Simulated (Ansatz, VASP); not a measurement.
One calculation of LiH, two programs

Contents of INCAR:

```
SYSTEM = LiH
PREC = Accurate
ENCUT = 520
EDIFF = 1E-6
ISMEAR = 0
SIGMA = 0.05
LREAL = .FALSE.
LASPH = .TRUE.
NELM = 80
ALGO = Normal
ISIF = 2
LWAVE = .FALSE.
LCHARG = .FALSE.
GGA = PS
NBANDS = 9
```

KPOINTS

```
Automatic mesh
0
G
  14 14 14
  0 0 0
```

The input POSCAR:

```
LiH
1.0
    0.0000000000      1.9912387270      1.9912387270
    1.9912387270      0.0000000000      1.9912387270
    1.9912387270      1.9912387270      0.0000000000
Li H
1 1
Direct
    0.0000000000      0.0000000000      0.0000000000
    0.5000000000      0.5000000000      0.5000000000
```

Input for Ansatz:

```yaml
crystal:
  lattice:
    - [0.0, 1.991238727, 1.991238727]
    - [1.991238727, 0.0, 1.991238727]
    - [1.991238727, 1.991238727, 0.0]
  atoms:
    - { symbol: Li, position: [0.0, 0.0, 0.0] }
    - { symbol: H, position: [0.5, 0.5, 0.5] }
basis:
  ecutwfc: 420
  ecutrho_ratio: 4
kpoints:
  mp_grid: { grid: [14, 14, 14] }
hamiltonian:
  xc: pbesol
scf:
  occupations: { method: gaussian, width: 0.05 }
output:
  forces: true
  stress: true
  eigenvalues: true
```

Alike in both runs: task single point; functional PBEsol; k mesh 14 × 14 × 14; occupations gaussian, width 0.05 eV; no spin polarisation.

```csv
,VASP,Ansatz
version,VASP 6.6.1,Ansatz 0.2.0
potentials or method,"VASP PAW PBE potentials, release 64 (Li_sv, H)","scalar-relativistic, plane waves, PAW"
plane-wave cutoff (eV),520,420
valence electrons in the cell,4,4
```

|  | VASP | Ansatz | Ansatz less VASP |
| --- | --- | --- | --- |
| gap on the k mesh at the Fermi level (eV) | 2.73 | 2.73 | 0.000 |
| least direct gap on the mesh (eV) | 2.73 | 2.73 | 0.000 |

 A k mesh can miss the band edges.
